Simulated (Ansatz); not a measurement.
## Relativity in ZnSe

```
Zn Se
1.0
     0.00000    2.83380    2.83380
     2.83380    0.00000    2.83380
     2.83380    2.83380    0.00000
Zn Se
1 1
Direct
  0.00000 0.00000 0.00000
  0.75000 0.75000 0.75000
```

Atoms are numbered in the order listed.

The cell is COD entry 9008857, as deposited and not checked against the literature; nothing was relaxed.

One fixed cell is solved with PBE by all-electron LAPW in Ansatz 0.2.0 under different relativistic treatments. Pressure is positive in compression.

Numerical set-up: a Γ-centred 8×8×8 k mesh, Fermi–Dirac smearing of 0.03 eV, basis error target 1 meV/atom, no spin polarisation.

```tsv
setting	P (GPa)	gap on the k mesh (eV)
scalar-relativistic	2.12	1.29
non-relativistic	?	?
with spin–orbit coupling	2.13	1.17
scalar-relativistic, point nuclei	2.12	1.29
scalar-relativistic, inner shells corrected to Dirac	2.13	1.29
```

(1) Give the missing entry: row "non-relativistic", column "P (GPa)".

(2) Fill in "gap on the k mesh (eV)" for the row "non-relativistic".

Results:

(1) 3.19.

(2) 1.86.
